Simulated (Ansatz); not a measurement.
# WS2: LAPW beside PAW, part 1 of 2

The same cell of WS2 is computed with all-electron LAPW, PAW with frozen cores and datasets made for this crystal, to set the results side by side.

Method: DFT LDA, scalar-relativistic, in Ansatz 0.2.0.

## (1) The system as given

The structure is trigonal, space group R3m (No. 160). Conventional cell: a = 3.158 Å, b = 3.158 Å, c = 18.490 Å, α = 90.00°, β = 90.00°, γ = 120.00°. Around W (site symmetry 3m) lie 6 S at 2.39 to 2.42 Å. S (site symmetry 3m) is surrounded by 3 W at 2.39 Å. S (site symmetry 3m) has 3 W at 2.42 Å as nearest neighbours.

As a file:

```cif
data_structure
_symmetry_space_group_name_H-M 'P 1'
_symmetry_Int_Tables_number 1
_cell_length_a 6.4274
_cell_length_b 6.4274
_cell_length_c 6.4274
_cell_angle_alpha 28.443
_cell_angle_beta 28.443
_cell_angle_gamma 28.443
_cell_volume 53.23
loop_
_atom_site_label
_atom_site_type_symbol
_atom_site_fract_x
_atom_site_fract_y
_atom_site_fract_z
_atom_site_occupancy
W1 W 0.00000 0.00000 0.00000 1
S1 S 0.75030 0.75030 0.75030 1
S2 S 0.58100 0.58100 0.58100 1
```

Structure: COD 9012192, as refined from experiment and not relaxed.

Atoms are numbered in the order of the input: W1, S2, S3.

## (2) All-electron LAPW

Contents of input.yaml:

```yaml
crystal:
  lattice:
    - [1.5790003843, 0.9116362969, 6.16333]
    - [-1.5790003843, 0.9116362969, 6.16333]
    - [0.0, -1.8232725938, 6.16333]
  atoms:
    - { symbol: W, position: [0.0, 0.0, 0.0] }
    - { symbol: S, position: [0.7503, 0.7503, 0.7503] }
    - { symbol: S, position: [0.581, 0.581, 0.581] }
kpoints:
  mp_grid: { grid: [13, 13, 13] }
  band_path:
    path:
      - [0.0, 0.0, 0.0]
      - [0.5, 0.5, 0.5]
      - [0.8187478403, 0.1812521597, 0.5]
      - [0.5, -0.1812521597, 0.1812521597]
      - [0.5, 0.0, 0.0]
      - [0.0, 0.0, 0.0]
      - [0.3406260799, -0.3406260799, 0.0]
      - [0.6593739201, 0.0, 0.3406260799]
      - [0.5, 0.0, 0.5]
    npoints: 14
scf:
  occupations: { method: fermi_dirac, width: 0.08 }
hamiltonian:
  xc: lda
  pseudopotentials: { kind: all_electron, lapw: { basis_error: 0.0005 } }
output:
  forces: true
  stress: true
  eigenvalues: true
  populations: true
  dos: { projected: true, de: 0.2, e_range: [-14, 8] }
```

Command:

```bash
$ ansatz run input.yaml --threads 1 --pin off --max-ram 6144MiB --backend cpu --events-out ev --progress --plain --runs-dir out
```

The log of the run:

```text
W: projections on atomic orbitals take those of the free atom 1s2 2s2 2p6 3s2 3p6 3d10 4s2 4p6 4d10 4f14 5s2 5p6 5d4 6s2, of charge +0.00 (hamiltonian.pseudopotentials.projection_atoms)
S: projections on atomic orbitals take those of the free atom 1s2 2s2 2p6 3s2 3p4, of charge +0.00 (hamiltonian.pseudopotentials.projection_atoms)
LAPW: plane waves up to 9.101 Å⁻¹, error target 5.0e-4 eV per atom; small_component_spin mean_spin; S in spheres of 1.031 Å, 14 of its electrons in bands, Dirac shells []; W in spheres of 1.359 Å, 44 of its electrons in bands, Dirac shells []
Engine: ansatz 0.2.0
Pseudopotentials: kind: all_electron
Pseudopotential: W, LAPW, valence charge 44, Koelling and Harmon's equation, gaussian nucleus
Pseudopotential: S, LAPW, valence charge 14, Koelling and Harmon's equation, gaussian nucleus
Functional definition: SPW92
  exchange = slater_x
  correlation = pw_c
Crystal: 3 atoms, lattice volume = 53.232 Å³
Basis set: ecut = 315.5670315996205 eV, 689 PW (Γ), FFT grids on a1−a3, a2−a3, a3, exchange–correlation at level 2
Bands: 44, of which v1, the nominal top of the filled ones, is band 36 counted from 1 (35 counted from 0)
Symmetry: 6 space group operations
Space group: R3m (ITA 160), of the structure as read, at distance tolerance 3.8e-5 Å
k-points: 231 of 2197 (time reversal used)
Non-local potential: W, projectors of the file, none
Non-local potential: S, projectors of the file, none
Initial density: superposition of atomic densities (chi_scale 0.1, normalization cell, long waves kept (reshape's long-wave potential 0.08 eV rms))
Initial wavefunctions: plane waves of lowest kinetic energy (no species holds an atomic orbital)
Functional: x = slater, c = lda
iter 1 solved again at ethr=1.20e-3 eV; its pass at ethr=1.00e-1 eV (dr2=8.63e-1 eV) is discarded
SCF iter   1: F=—  HF=-460611.052099 eV  |F-HF|=—  |Δ(HF+E_count)|=         —  Δρ=3.76e-2  dr2=8.64e-1  ethr=1.20e-3  ⟨swp⟩=2.0  Hψ=65351  notcnv=0
preconditioner: auto → Resta (q_TF=auto, 2.869 Å⁻¹)  ε∞=2.9  [insulator: Δε(μ)=0.979 eV  Ē_g=21.047 eV  σ=0.080 eV  W_gap=0.99  n_scr=28 (ndim 8)  ℏωp=28.8 eV  f_vac=0.133  D(μ)=0.00/eV (n_scr^D=0)  ε∞_Penn≈2.9]
SCF iter   2: F=—  HF=-460610.735820 eV  |F-HF|=—  |Δ(HF+E_count)|=   3.16e-1  Δρ=1.79e-2  dr2=4.45e-1  ethr=1.20e-3  ⟨swp⟩=2.4  Hψ=30193  notcnv=0
SCF iter   3: F=—  HF=-460610.659880 eV  |F-HF|=—  |Δ(HF+E_count)|=   7.59e-2  Δρ=1.25e-2  dr2=9.52e-2  ethr=6.18e-4  ⟨swp⟩=2.3  Hψ=29803  notcnv=0
iter 4 solved again at ethr=9.99e-6 eV; its pass at ethr=1.32e-4 eV (dr2=7.19e-3 eV) is discarded
SCF iter   4: F=—  HF=-460610.628243 eV  |F-HF|=—  |Δ(HF+E_count)|=   3.16e-2  Δρ=3.63e-3  dr2=7.19e-3  ethr=9.99e-6  ⟨swp⟩=2.0  Hψ=50112  notcnv=0
SCF iter   5: F=—  HF=-460610.627596 eV  |F-HF|=—  |Δ(HF+E_count)|=         —  Δρ=5.99e-4  dr2=2.57e-4  ethr=9.99e-6  ⟨swp⟩=2.0  Hψ=28422  notcnv=0
the basis was enlarged: its passes take 13.4 MiB over the memory plan, 1 of 1 planned eigensolver slots
SCF iter   6: F=—  HF=-460610.627596 eV  |F-HF|=—  |Δ(HF+E_count)|=   5.14e-7  Δρ=2.47e-4  dr2=6.06e-5  ethr=3.57e-7  ⟨swp⟩=3.0  Hψ=28845  notcnv=0
SCF iter   7: F=—  HF=-460610.627563 eV  |F-HF|=—  |Δ(HF+E_count)|=   3.29e-5  Δρ=7.69e-5  dr2=4.11e-6  ethr=8.42e-8  ⟨swp⟩=2.0  Hψ=28426  notcnv=0
SCF iter   8: F=—  HF=-460610.627563 eV  |F-HF|=—  |Δ(HF+E_count)|=   1.64e-7  Δρ=3.26e-5  dr2=7.73e-7  ethr=5.71e-9  ⟨swp⟩=2.3  Hψ=28505  notcnv=0
SCF iter   9: F=—  HF=-460610.627564 eV  |F-HF|=—  |Δ(HF+E_count)|=   2.62e-7  Δρ=1.13e-5  dr2=1.89e-7  ethr=1.07e-9  ⟨swp⟩=3.0  Hψ=29657  notcnv=0
SCF iter  10: F=-460610.627564 eV  HF=-460610.627564 eV  |F-HF|=1.51e-9  |Δ(HF+E_count)|=   5.45e-8  Δρ=4.45e-6  dr2=1.52e-8  ethr=2.62e-10  ⟨swp⟩=2.0  Hψ=28425  notcnv=0
SCF 1 converged in 10 iterations: F = -460610.627564 eV  dr2 = 1.52e-8
NSCF: frozen V_eff on 113 k-points
SCF converged after 10 iterations
Free energy (F): -460610.627564 eV
Harris-Foulkes:  -460610.627564 eV  (|F-HF|=1.51e-9)
Internal energy: -460610.627526 eV  (E = F + TS)
E sigma→0 (E₀):  -460610.627545 eV
Entropy (-TS):   -0.000038 eV (-0.013 meV/atom)
Fermi energy:    14.481320 eV
--- Per-component energies (eV) ---
  E_band       = -7349.028511
  E_kinetic    = 513203.213543
  E_xc         = -9906.537665
  E_electrostatic = -963907.303404  (all electrons and nuclei)
  E_smearing   = -0.000038  (= −TS)
  E_closure    = 0.000000  (closes the sum)
  E_atoms      = -460585.883651  (free atoms, spherical and without spin; not in F)
  Σ components = -460610.627564   (vs F -460610.627564, Δ=0.00e0)
  Basis errors (estimates in eV, not in F): energy 2.2e-4 per atom: plane waves 2.0e-4 (1.1e-4 summed), levels above the bands 2.1e-50, relativity 6.2e-9, radial functions 2.3e-5, core shells 3.3e-8; eigenvalues (radial functions only) 6.0e-7; not estimated: angular momenta, meshes, grids; target (lapw.basis_error) 5.0e-4; muffin-tin radii S 1.031 Å, W 1.359 Å
--- Forces (eV/Å), atoms counted from 1 ---
  atom   1  W     -0.00000000    -0.00000000    -0.58451819
  atom   2  S     -0.00000000    -0.00000000     0.02064125
  atom   3  S      0.00000000     0.00000000     0.56385709
  max |Σ_I F_I| component: 1.98e-5 eV/Å
--- Stress (GPa, compression-positive) ---
       -3.760779       0.000000      -0.000000
        0.000000      -3.760779      -0.000000
       -0.000000      -0.000000      -3.314198
  P = ⅓ Tr σ = -3.6119 GPa (-36.119 kbar)
--- Band table (eV; the first three rows and the last of 231) ---
  k-point 0: bands = ["-403.5660", "-403.5633", "-403.5633", "-219.1720", "-219.1720", "-219.1614", "-219.1614", "-219.1525", "-190.9685", "-190.9618", "-136.6803", "-136.6803", "-136.6739", "-136.6739", "-136.6421", "-136.6295", "-60.4696", "-24.7763", "-24.5877", "-24.5877", "-14.7759", "-14.7759", "-14.7673", "-14.7547", "-14.7547", "-14.7518", "-14.7478", "-1.5348", "0.4826", "6.4022", "10.5306", "10.5306", "11.7842", "11.7842", "12.5353", "12.8319", "16.2432", "16.2432", "16.6059", "16.6059", "18.6813", "21.7457", "22.3862", "23.9485"]
  k-point 1: bands = ["-403.5660", "-403.5633", "-403.5633", "-219.1720", "-219.1720", "-219.1614", "-219.1614", "-219.1525", "-190.9685", "-190.9618", "-136.6803", "-136.6803", "-136.6739", "-136.6739", "-136.6421", "-136.6295", "-60.4685", "-24.7725", "-24.6093", "-24.5927", "-14.7760", "-14.7756", "-14.7666", "-14.7551", "-14.7548", "-14.7515", "-14.7486", "-1.4319", "0.5117", "6.5290", "10.2722", "10.6314", "11.3821", "11.6235", "12.6189", "12.9224", "16.1305", "16.3351", "16.3710", "16.5750", "19.1571", "22.1465", "22.4581", "23.8041"]
  k-point 2: bands = ["-403.5660", "-403.5633", "-403.5633", "-219.1720", "-219.1720", "-219.1614", "-219.1614", "-219.1525", "-190.9685", "-190.9618", "-136.6803", "-136.6803", "-136.6739", "-136.6739", "-136.6421", "-136.6295", "-60.4655", "-24.7617", "-24.6685", "-24.6065", "-14.7762", "-14.7748", "-14.7649", "-14.7562", "-14.7552", "-14.7507", "-14.7505", "-1.1358", "0.5956", "6.8799", "9.6534", "10.6662", "10.9038", "11.2492", "12.5626", "12.8876", "15.6270", "16.2726", "16.3676", "16.9015", "20.1511", "22.3629", "22.9541", "23.6877"]
  k-point 230: bands = ["-403.5660", "-403.5633", "-403.5633", "-219.1720", "-219.1720", "-219.1614", "-219.1614", "-219.1525", "-190.9685", "-190.9618", "-136.6803", "-136.6803", "-136.6739", "-136.6739", "-136.6421", "-136.6295", "-60.4685", "-24.7725", "-24.6093", "-24.5927", "-14.7760", "-14.7756", "-14.7666", "-14.7551", "-14.7548", "-14.7515", "-14.7486", "-1.2039", "0.0831", "7.5860", "10.0336", "10.2591", "10.6142", "11.6574", "11.8298", "13.8875", "16.2396", "16.3272", "16.3890", "16.5769", "19.3787", "22.6123", "23.1842", "23.7688"]
--- Löwdin populations: 3 sites ---
  site symbol       q [e]
     0      W     73.5701
     1      S     16.0927
     2      S     16.1069
  spilling = 0.002174 (of n_electrons = 106.000000)
```

It took 3.7 min on 1 thread of Intel Xeon Platinum 8488C (Sapphire Rapids), shared host; peak memory 1.2 GiB.

In short: pressure -3.61 GPa; gap 0.94 eV, indirect from T to Γ–S0; largest force 0.585 eV/Å.

At the corners of the path (eV, zero at the valence-band top):

```
point  band 33  band 34  band 35  band 36  band 37  band 38  band 39
    Γ    -2.29    -2.29    -1.54    -1.25     2.17     2.17     2.53
    T    -3.56    -2.26    -2.26     0.00     2.28     2.28     2.37
   H2    -4.61    -4.05    -3.00    -0.72     1.22     2.47     3.50
   H0    -4.61    -4.05    -3.00    -0.72     1.22     2.47     3.50
    L    -4.16    -2.55    -1.78    -1.72     2.25     2.54     3.54
    Γ    -2.29    -2.29    -1.54    -1.25     2.17     2.17     2.53
   S0    -4.62    -3.98    -3.05    -0.70     1.19     2.47     3.45
   S2    -4.62    -3.98    -3.05    -0.70     1.19     2.47     3.45
    F    -4.08    -3.17    -1.98    -1.53     2.20     2.65     3.14
```

States per cell, counted by energy window (eV from the valence-band top, on a grid of 0.20 eV):

```
from  to  total  S 3p  W 5d
 -10  -9   0.00  0.00  0.00
  -9  -8   0.00  0.00  0.00
  -8  -7   0.21  0.13  0.04
  -7  -6   2.03  1.22  0.59
  -6  -5   1.79  1.14  0.45
  -5  -4   2.57  1.57  0.77
  -4  -3   2.04  1.23  0.73
  -3  -2   2.95  2.14  0.66
  -2  -1   1.98  0.84  1.03
  -1   0   0.42  0.13  0.26
   0   1   0.00  0.00  0.00
   1   2   1.41  0.44  0.86
   2   3   3.73  1.14  2.26
   3   4   1.69  0.65  0.82
   4   5   1.32  0.46  0.55
```

(Continued in part 2 of 2.)
